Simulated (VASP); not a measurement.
These are r2SCAN meta-GGA, VASP's PBE PAW potentials (set 64) (plane waves; VASP) values and carry that method's errors.

VASP input:

**INCAR**
```
# general
SYSTEM  = BaF2
PREC    = Accurate
ENCUT   = 600   # plane-wave cut-off (eV)
LREAL   = .FALSE.   # projection in real space or not
LASPH   = .TRUE.   # aspherical one-centre terms

# electronic loop
EDIFF   = 1E-7
NELM    = 100   # most electronic steps
ALGO    = Normal   # blocked Davidson
LMAXMIX = 4   # l cut-off of mixed one-centre charges
LMIXTAU = .TRUE.

# smearing
ISMEAR  = 0
SIGMA   = 0.05

# functional
METAGGA = R2SCAN

# ions
ISIF    = 2   # forces and stress, cell fixed

# output
LWAVE   = .FALSE.
LCHARG  = .FALSE.
```

**KPOINTS**
```
Automatic mesh
0
Gamma
6 6 6
0 0 0
```

**POSCAR**
```
BaF2
1
    0.0000000000     3.1128768920     3.1128768920
    3.1128768920     0.0000000000     3.1128768920
    3.1128768920     3.1128768920     0.0000000000
Ba F
1 2
Direct
  0.0000000000   0.0000000000   0.0000000000
  0.2620467340   0.2379532660   0.2620467340
  0.7500000000   0.7500000000   0.7500000000
```

POTCAR, in this order: Ba_sv F (PBE.64 set). Program: vasp_std.

The resulting files:

File OSZICAR:
```
       N       E                     dE             d eps       ncg     rms          rms(c)
DAV:   1     0.142434969504E+03    0.14243E+03   -0.14667E+04  1472   0.161E+03
DAV:   2    -0.466716007296E+02   -0.18911E+03   -0.18552E+03  1904   0.317E+02
DAV:   3    -0.541108772678E+02   -0.74393E+01   -0.74305E+01  2088   0.718E+01
DAV:   4    -0.542064359247E+02   -0.95559E-01   -0.95549E-01  1776   0.768E+00
DAV:   5    -0.542097208020E+02   -0.32849E-02   -0.32848E-02  2216   0.898E-01    0.788E+00
DAV:   6    -0.460770656881E+02    0.81327E+01   -0.42118E+00  2000   0.180E+01    0.351E+00
DAV:   7    -0.445757768861E+02    0.15013E+01   -0.16738E+00  1560   0.140E+01    0.215E+00
DAV:   8    -0.483076932974E+02   -0.37319E+01   -0.11431E+00  1544   0.127E+01    0.858E-01
DAV:   9    -0.446459013415E+02    0.36618E+01   -0.55491E-01  1472   0.684E+00    0.963E-01
DAV:  10    -0.450260376536E+02   -0.38014E+00   -0.35956E-01  1472   0.573E+00    0.286E-01
DAV:  11    -0.449200296588E+02    0.10601E+00   -0.47121E-02  1472   0.224E+00    0.249E-01
DAV:  12    -0.450572198090E+02   -0.13719E+00   -0.73595E-02  1472   0.296E+00    0.126E-01
DAV:  13    -0.450590213692E+02   -0.18016E-02   -0.16301E-03  1768   0.485E-01    0.679E-02
DAV:  14    -0.450598921763E+02   -0.87081E-03   -0.12706E-03  1696   0.325E-01    0.358E-02
DAV:  15    -0.450598896913E+02    0.24850E-05   -0.24208E-04  1720   0.188E-01    0.118E-02
DAV:  16    -0.450598177656E+02    0.71926E-04   -0.28826E-05  1608   0.848E-02    0.514E-03
DAV:  17    -0.450601022589E+02   -0.28449E-03   -0.89889E-05  1504   0.113E-01    0.882E-03
DAV:  18    -0.450601039788E+02   -0.17199E-05   -0.27847E-06  1960   0.198E-02    0.555E-03
DAV:  19    -0.450601032995E+02    0.67933E-06   -0.98182E-07  1536   0.123E-02    0.368E-03
DAV:  20    -0.450601049133E+02   -0.16138E-05   -0.15373E-06  1520   0.166E-02    0.195E-03
DAV:  21    -0.450601050498E+02   -0.13654E-06   -0.33268E-07  1752   0.515E-03    0.604E-04
DAV:  22    -0.450601050879E+02   -0.38119E-07   -0.89440E-08  1216   0.303E-03
   1 F= -.45060105E+02 E0= -.45060105E+02  d E =-.434890E-17
```

**OUTCAR**
```
------------------------ aborting loop because EDIFF is reached ----------------------------------------
  FORCE on cell =-STRESS in cart. coord.  units (eV):
  Direction    XX          YY          ZZ          XY          YZ          ZX
  --------------------------------------------------------------------------------------
  Total        0.0233185      0.0226721      0.0233185      0.0000000      0.0000000     -0.2353683
  in kB        0.6192911      0.6021240      0.6192911      0.0000000      0.0000000     -6.2509022
  external PRESSURE =       0.6135687 kB  Pullay stress =       0.0000000 kB
  volume of cell :       60.33
      direct lattice vectors                 reciprocal lattice vectors
     0.000000000  3.112876892  3.112876892    -0.160623120  0.160623120  0.160623120
     3.112876892  0.000000000  3.112876892     0.160623120 -0.160623120  0.160623120
     3.112876892  3.112876892  0.000000000     0.160623120  0.160623120 -0.160623120
 POSITION                                       TOTAL-FORCE (eV/Angst)
 -----------------------------------------------------------------------------------
      0.00000      0.00000      0.00000         0.000000      0.149304      0.000000
      1.55644      1.63144      1.55644        -0.000000     -0.236558     -0.000000
      4.66932      4.66932      4.66932         0.000000      0.087254      0.000000
 -----------------------------------------------------------------------------------
    total drift:                               -0.000001     -0.000814     -0.000001
  FREE ENERGIE OF THE ION-ELECTRON SYSTEM (eV)
  ---------------------------------------------------
  free  energy   TOTEN  =       -45.0601050879 eV

  energy  without entropy=      -45.0601050879  energy(sigma->0) =      -45.06010509
```
(Selected blocks of OUTCAR.)

The compound is BaF2 in the fluorite structure. This cell was strained or had an atom moved on purpose.
